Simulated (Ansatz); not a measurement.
# SiNi (P2_13) in Ansatz: band structure with r2SCAN

Aim: the band structure of SiNi with r2SCAN.

All numbers are computed with Ansatz 0.2.0; they aren't measurements. Logs are shortened: lines on timing, memory, paths and dates and some standing lists are left out, and cuts for length are marked.

## 1. The structure

It takes space group P2_13 (No. 198, cubic). Conventional cell: a = 4.504 Å, b = 4.504 Å, c = 4.504 Å, α = 90.00°, β = 90.00°, γ = 90.00°. Ni (site symmetry 3) has 7 Si at 2.36 to 2.44 Å as nearest neighbours. Si (site symmetry 3) has 7 Ni at 2.36 to 2.44 Å as nearest neighbours.

The cell is a database's computed one.

## 2. Band structure, r2SCAN, collinear spin, ferromagnetic start

Input file input.yaml:

```yaml
crystal:
  lattice:
    - [4.503694, 0.0, 0.0]
    - [0.0, 4.503694, 0.0]
    - [0.0, 0.0, 4.503694]
  atoms:
    - { symbol: Ni, position: [0.149504, 0.149504, 0.149504], spin: 1.0 }
    - { symbol: Ni, position: [0.649504, 0.350496, 0.850496], spin: 1.0 }
    - { symbol: Ni, position: [0.850496, 0.649504, 0.350496], spin: 1.0 }
    - { symbol: Ni, position: [0.350496, 0.850496, 0.649504], spin: 1.0 }
    - { symbol: Si, position: [0.84683, 0.84683, 0.84683] }
    - { symbol: Si, position: [0.34683, 0.65317, 0.15317] }
    - { symbol: Si, position: [0.15317, 0.34683, 0.65317] }
    - { symbol: Si, position: [0.65317, 0.15317, 0.34683] }
hamiltonian:
  xc: r2scan
  pseudopotentials: { kind: paw }
magnetization:
  spin_polarized: true
kpoints:
  mp_grid: { grid: [6, 6, 6] }
  band_path:
    path:
      - [[0.0, 0.0, 0.0], [0.0, 0.5, 0.0], [0.5, 0.5, 0.0], [0.0, 0.0, 0.0], [0.5, 0.5, 0.5], [0.0, 0.5, 0.0]]
      - [[0.5, 0.5, 0.0], [0.5, 0.5, 0.5]]
    npoints: 10
scf:
  occupations: { method: fermi_dirac, width: 0.05 }
  n_extra_bands: 20
output:
  forces: true
  stress: true
  eigenvalues: true
  fatbands: true
```

Potentials or basis: Ansatz PAW.

The run is started by

```
$ ansatz run input.yaml --threads 4 --pin off --max-ram 11264MiB --backend cpu --events-out ev --progress --plain --runs-dir out
```

Standard output:

```text
Warning: RAYON_NUM_THREADS=4 ignored (pool sized by the plan → 4); use --threads N
scf.n_extra_bands = 20 over 44 filled bands (N_el = 88.0): the run solves 64 bands
Engine: ansatz 0.2.0, x86_64-unknown-linux-gnu
Pseudopotentials: kind: paw
Pseudopotential: Ni, paw, valence charge 18, recommended cutoff 500 eV (meta_gga), Ni.paw.azcp
Pseudopotential: Si, paw, valence charge 4, recommended cutoff 500 eV (meta_gga), Si.paw.azcp
Functional definition: r2SCAN
  parameter k0 = 0.174
  parameter k1 = 0.065
  parameter a1 = 4.9479
  exchange = r2scan_x(k0 = k0, k1 = k1, a1 = a1)
  correlation = r2scan_c
Crystal: 8 atoms, lattice volume = 91.350 Å³
Basis set: ecut = 500 eV, 2325 PW (Γ), exchange–correlation on 144×144×144 points (64 copies of the dense FFT grid, shifted against one another)
Bands: 64, of which v1, the nominal top of the filled ones, is band 44 counted from 1 (43 counted from 0)
Symmetry: 12 space group operations
Space group: P213 (ITA 198), of the structure as read, at distance tolerance 4.5e-5 Å
Magnetic group: BNS 198.9 (UNI 1511), of the structure as read, at distance tolerance 4.5e-5 Å
k-points: 24 of 216 (time reversal used)
Non-local potential: Ni, projectors of the file, l = 0: 3, l = 1: 2, l = 2: 3, l = 3: 1
Non-local potential: Si, projectors of the file, l = 0: 2, l = 1: 2, l = 2: 2
PAW form: soft (Blöchl's): semilocal exchange-correlation on the pseudo side does not see the compensation charge
PAW frozen core: Ni, regenerated for the run's functional (the file was generated under x = pbe(κ = 0.804, μ = 0.2195149727645171), c = pbe(β = 0.06672455060314922))
PAW frozen core: Si, regenerated for the run's functional (the file was generated under x = pbe(κ = 0.804, μ = 0.2195149727645171), c = pbe(β = 0.06672455060314922))
PAW one-centre angular grid: Ni, 590 points (default); XC on 160 Gauss nodes
PAW one-centre angular grid: Si, 302 points (default); XC on 160 Gauss nodes
Initial density: superposition of atomic densities (chi_scale 0.1, normalization cell)
Starting moments: Σ|m| = 4 μB on 4 of 8 sites
Initial wavefunctions: pseudopotential atomic-orbital guess
Functional: x = r2scan, c = r2scan; τ floored in thin density (d = 2e-4 eV/Å³)
iter 1 solved again at ethr=1.52e-3 eV; its pass at ethr=3.10e-3 eV (dr2=1.34e0 eV) is discarded
SCF iter   1: F=—  HF=-25932.531156 eV  |F-HF|=—  |Δ(HF+E_count)|=         —  Δρ=4.10e-2 (↑4.10e-2 ↓3.57e-2)  dr2=9.38e-1  dr2_τ=4.21e-2  dr2_m=9.77e-1  M=1.859 μB ∫|m|=2.703 μB  β_m=0.56  ethr=1.52e-3  ⟨swp⟩=4.1  Hψ=18976  notcnv=0
Mixer restart at iter 1: flushing history
preconditioner: auto → Kerker (q_TF=auto, 2.711 Å⁻¹)  [metal: Δε(μ)=0.021 eV  Ē_g=10.732 eV  σ=0.050 eV  W_gap=0.10  n_scr=26 (ndim 8)  ℏωp=29.1 eV  f_vac=0.000  D(μ)=3.42/eV (n_scr^D=26)]
spin=Collinear: Kerker preconditioning applied to the charge; magnetization (m = ρ↑ − ρ↓) channel mixes plain (no charge-response kernel on spin).
SCF iter   2: F=—  HF=-25933.320364 eV  |F-HF|=—  |Δ(HF+E_count)|=   7.89e-1  Δρ=3.14e-2 (↑1.82e-2 ↓3.14e-2)  dr2=9.57e-1  dr2_τ=3.76e-3  dr2_m=3.41e-1  M=1.597 μB ∫|m|=2.475 μB  β_m=0.70  ethr=1.07e-3  ⟨swp⟩=3.8  Hψ=6060  notcnv=0  defer=386  κ⁻¹=1.0e0(r=1)
SCF iter   3: F=—  HF=-25935.760872 eV  |F-HF|=—  |Δ(HF+E_count)|=    2.44e0  Δρ=3.22e-2 (↑1.14e-2 ↓3.22e-2)  dr2=1.42e0  dr2_τ=2.02e-3  dr2_m=1.82e-1  M=1.300 μB ∫|m|=2.161 μB  β_m=0.75  ethr=1.07e-3  ⟨swp⟩=2.0  Hψ=3909  notcnv=0  defer=573  κ⁻¹=2.2e-2(r=2)
[... 18 lines left out ...]
SCF iter  21: F=-25940.334356 eV  HF=-25940.334356 eV  |F-HF|=8.37e-11  |Δ(HF+E_count)|=   5.97e-9  Δρ=2.75e-7 (↑2.75e-7 ↓2.58e-7)  dr2=1.62e-10  dr2_τ=2.61e-12  dr2_m=2.05e-11  M=-0.000 μB ∫|m|=0.000 μB  ethr=5.14e-12  ⟨swp⟩=8.6  Hψ=14494  notcnv=0
SCF 1 converged in 21 iterations: F = -25940.334356 eV  dr2 = 1.62e-10
WARN: the starting moments were not kept: the SCF closed with an absolute magnetisation of 1.2e-5 μB, where they sum to 4 μB in size (4 sites). That is at most 0.1 of that sum. Measured as dr2_m measures the in/out step, that magnetisation stands 3.0e-11 eV from none, at or under the dr2_threshold of 1.0e-7 eV: it is no larger than a step whose dr2_m would equal this threshold. The system may hold no moment; this SCF shows only that its start led to no more than that. To try another start: raise the starting moments (crystal.atoms[].spin, magnetization.per_species, magnetization.initial_magnetization, or on a non-collinear deck that types none of these the spinor_matrix: blocks that start its atoms; where the total moment is fixed, keep their sum and leave initial_magnetization as it is; typed ones take the place of any that the run laid by itself, positive ones on a crystal's lanthanoids without a Hubbard term where scf.initial_density.shell_occupations: [] is typed) or, if the notice of its spin-set hold's release reads "site moments contracting" or "site moments show no strong build", lengthen the hold (scf.mixing.spin_hold: { on: { confirm: 4 } }; for m-r²SCAN on two components see the key's manual first). Each may lead to a state that holds a moment. A second SCF, from the converged charge density, with the starting moments and any scf.initial_density.shell_occupations laid on it anew, would have followed, and was not run: the deck does not ask for one (magnetization.retry_lost_moments is false, the default). To let it run, set magnetization.retry_lost_moments: true and run the deck again, where that key's refused combinations let it; where memory then withholds it, that run's warning says so.
this state was not tested for a lower state beside it, because the mixer in use, unlike msr1, does not test its closes by its own steps (another_mixer; see scf.mixing.algorithm and scf.lower_state_search)
NSCF: frozen V_eff on 62 k-points
SCF converged after 21 iterations
Magnetization: -0.0000 μB (44.0000 up, 44.0000 down)
Absolute magnetization: 0.0000 μB (∫|ρ↑−ρ↓|, with the PAW one-centre terms)
Spin contamination: 0.0000 ħ² per cell (⟨S²⟩ above its minimum at these occupations)
Per-site moments (μB) at R_I (Å): [(-1.5330892694992164e-6, 0.973931856589587), (-1.5330892694985188e-6, 0.973931856589587), (-1.5330892691574866e-6, 0.973931856589587), (-1.533089269669976e-6, 0.973931856589587), (-6.981918906507834e-7, 0.973931856589587), (-6.981918903958848e-7, 0.973931856589587), (-6.981918906534294e-7, 0.973931856589587), (-6.981918907282464e-7, 0.973931856589587)]
Free energy (F): -25940.334356 eV
Harris-Foulkes:  -25940.334356 eV  (|F-HF|=8.37e-11)
Internal energy: -25940.311917 eV  (E = F + TS)
E sigma→0 (E₀):  -25940.323137 eV
Entropy (-TS):   -0.022439 eV (-2.805 meV/atom)
Fermi energy:    16.407838 eV
--- Per-component energies (eV) ---
  E_band       = -1285.204518
  E_kinetic    = 1313.854606
  E_local      = -17361.264189  (includes V_loc(G=0)·N_el)
  E_nonlocal   = 2664.330190
  E_hartree    = 7504.092200
  E_xc         = -529.264066
  E_vxc        = -681.632615  (∫ρ·V_xc dr)
  E_paw        = -8665.284785  (= ΣΔE_a)
  E_vpaw       = -2273.200589  (= ΣTr[D̂ρ^β])
  E_aug_tail   = 0.000935  (compensation charges beyond the density's cutoff)
  E_vtau       = 44.521277  (kinetic-family band-sum trace: ∫τ·v_τ [+ j·A + Jᵃ·Aᵃ] dr)
  E_ewald      = -10865.270803
  E_core_change = -1.506006  (= ΣΔE_core)
  E_smearing   = -0.022439  (= −TS)
  E_closure    = -0.000000  (closes the sum)
  Σ components = -25940.334356   (vs F -25940.334356, Δ=0.00e0)
--- Forces (eV/Å), atoms counted from 1 ---
  atom   1  Ni    -0.03281489    -0.03281489    -0.03281489
  atom   2  Ni    -0.03281489     0.03281489     0.03281489
  atom   3  Ni     0.03281489    -0.03281489     0.03281489
  atom   4  Ni     0.03281489     0.03281489    -0.03281489
  atom   5  Si     0.00062996     0.00062996     0.00062996
  atom   6  Si     0.00062996    -0.00062996    -0.00062996
  atom   7  Si    -0.00062996     0.00062996    -0.00062996
  atom   8  Si    -0.00062996    -0.00062996     0.00062996
  max |Σ_I F_I| component: 4.97e-17 eV/Å
--- Stress (GPa, compression-positive) ---
       -5.099810       0.000000      -0.000000
        0.000000      -5.099810       0.000000
       -0.000000      -0.000000      -5.099810
  P = ⅓ Tr σ = -5.0998 GPa (-50.998 kbar)
--- Band table (eV; the first three rows and the last of 48) ---
  k-point 0 ↑: bands = ["-91.4586", "-91.4535", "-91.4535", "-91.4535", "-50.4916", "-50.4916", "-50.4916", "-50.4712", "-50.3603", "-50.3603", "-50.3603", "-50.3413", "-50.3413", "-50.3339", "-50.3339", "-50.3339", "1.4172", "7.1462", "7.1462", "7.1462", "9.7525", "9.7525", "9.7525", "11.5434", "11.5434", "11.5434", "12.1676", "12.1676", "12.1958", "12.5268", "12.5268", "12.5268", "12.8915", "12.8915", "12.8915", "13.9830", "13.9830", "13.9830", "14.0764", "14.0764", "14.7198", "14.7198", "14.7198", "17.5106", "17.5106", "17.5106", "17.7934", "17.7934", "18.4720", "18.4720", "18.4720", "20.0543", "21.1789", "21.1789", "21.1789", "24.0973", "24.0973", "24.0973", "24.5405", "25.5944", "25.5944", "25.5944", "26.2963", "30.9279"]
  k-point 1 ↑: bands = ["-91.4583", "-91.4543", "-91.4534", "-91.4530", "-50.4938", "-50.4920", "-50.4882", "-50.4722", "-50.3642", "-50.3616", "-50.3550", "-50.3411", "-50.3400", "-50.3353", "-50.3350", "-50.3331", "1.6268", "5.9650", "7.2904", "7.8913", "9.2733", "9.8649", "10.5301", "10.8332", "11.1851", "11.9765", "12.1647", "12.2136", "12.4382", "12.4514", "12.5361", "12.5394", "12.8248", "12.8499", "13.1190", "13.8042", "13.8534", "14.0325", "14.0928", "14.1743", "14.5373", "14.6441", "15.2173", "16.7208", "16.8310", "17.0308", "17.3311", "18.3058", "18.8106", "18.8456", "19.4271", "20.2692", "20.7255", "22.0307", "22.5272", "22.7572", "22.9488", "23.5708", "24.5064", "26.1663", "27.0693", "27.1938", "27.4967", "28.8250"]
  k-point 2 ↑: bands = ["-91.4576", "-91.4554", "-91.4532", "-91.4529", "-50.4945", "-50.4930", "-50.4838", "-50.4751", "-50.3662", "-50.3642", "-50.3491", "-50.3406", "-50.3378", "-50.3372", "-50.3369", "-50.3334", "2.2458", "4.5400", "7.7002", "8.4294", "9.2120", "9.9967", "10.1107", "10.6276", "11.3625", "11.5854", "12.1500", "12.3029", "12.4885", "12.5089", "12.6078", "12.6410", "12.7964", "12.9887", "13.1839", "13.4957", "13.8148", "13.9385", "14.1468", "14.1571", "14.4447", "14.4676", "15.6513", "16.1553", "16.3414", "16.4131", "17.7831", "18.8468", "19.1901", "19.3044", "19.9000", "20.8485", "20.9705", "21.4575", "21.6165", "22.5499", "23.8077", "24.6884", "25.1674", "25.8528", "27.2538", "28.6504", "29.2389", "29.4463"]
  k-point 23 ↓: bands = ["-91.4547", "-91.4547", "-91.4547", "-91.4547", "-50.4869", "-50.4869", "-50.4869", "-50.4869", "-50.3584", "-50.3584", "-50.3584", "-50.3584", "-50.3328", "-50.3328", "-50.3328", "-50.3328", "5.8001", "5.8001", "5.8001", "5.8001", "8.2632", "8.2632", "8.2632", "8.2632", "12.1843", "12.1843", "12.1843", "12.1843", "12.4462", "12.4462", "12.4462", "12.4462", "13.6483", "13.6483", "13.6483", "13.6483", "13.6760", "13.6760", "13.6760", "13.6760", "14.5253", "14.5253", "14.5253", "14.5253", "20.9326", "20.9326", "20.9326", "20.9326", "21.1582", "21.1582", "21.1582", "21.1582", "23.2142", "23.2142", "23.2142", "23.2142", "24.5203", "24.5203", "24.5203", "24.5203", "24.8111", "24.8111", "24.8111", "24.8111"]
```

Wall time 82 s (4 threads of AMD EPYC (Zen 3), shared host); peak memory 0.92 GiB.

Results:

```yaml
Free_energy: -25940.3344 eV
Pressure: -5.1 GPa
Largest_force: 0.057 eV/Å
Band_gap_on_the_k_mesh: none (metal or under the smearing width)
Net_moment: 0.00 μB per cell
Absolute_moment: 0.00 μB per cell
```

Forces in eV/Å, atoms in the order of the input:
```
Ni  -0.033 -0.033 -0.033
Ni  -0.033  0.033  0.033
Ni   0.033 -0.033  0.033
Ni   0.033  0.033 -0.033
Si   0.001  0.001  0.001
Si   0.001 -0.001 -0.001
Si  -0.001  0.001 -0.001
Si  -0.001 -0.001  0.001
```

Levels at the corners of the path, in eV from the Fermi level:
Spin up:
| point | band 40 | band 41 | band 42 | band 43 | band 44 | band 45 | band 46 | band 47 | band 48 | band 49 |
| --- | --- | --- | --- | --- | --- | --- | --- | --- | --- | --- |
| Γ | -2.33 | -1.69 | -1.69 | -1.69 | 1.10 | 1.10 | 1.10 | 1.39 | 1.39 | 2.06 |
| X | -2.22 | -2.08 | -2.08 | -0.67 | -0.67 | -0.18 | -0.18 | 2.89 | 2.89 | 3.05 |
| M | -2.50 | -1.63 | -1.63 | -1.04 | -1.04 | 0.39 | 0.39 | 0.92 | 0.92 | 4.13 |
| Γ | -2.33 | -1.69 | -1.69 | -1.69 | 1.10 | 1.10 | 1.10 | 1.39 | 1.39 | 2.06 |
| R | -2.73 | -1.88 | -1.88 | -1.88 | -1.88 | 4.52 | 4.52 | 4.52 | 4.52 | 4.75 |
| X | -2.22 | -2.08 | -2.08 | -0.67 | -0.67 | -0.18 | -0.18 | 2.89 | 2.89 | 3.05 |
| M | -2.50 | -1.63 | -1.63 | -1.04 | -1.04 | 0.39 | 0.39 | 0.92 | 0.92 | 4.13 |
| R | -2.73 | -1.88 | -1.88 | -1.88 | -1.88 | 4.52 | 4.52 | 4.52 | 4.52 | 4.75 |
Spin down:
```
point  band 42  band 43  band 44  band 45  band 46  band 47
    Γ    -1.69    -1.69     1.10     1.10     1.10     1.39
    X    -2.08    -0.67    -0.67    -0.18    -0.18     2.89
    M    -1.63    -1.04    -1.04     0.39     0.39     0.92
    Γ    -1.69    -1.69     1.10     1.10     1.10     1.39
    R    -1.88    -1.88    -1.88     4.52     4.52     4.52
    X    -2.08    -0.67    -0.67    -0.18    -0.18     2.89
    M    -1.63    -1.04    -1.04     0.39     0.39     0.92
    R    -1.88    -1.88    -1.88     4.52     4.52     4.52
```

Caveat: the magnetic or orbital state may not be the lowest; the PAW data sets come from PBE, with cores solved anew for the run's functional, which leaves a small shift of forces and pressure; the starting moments weren't kept.
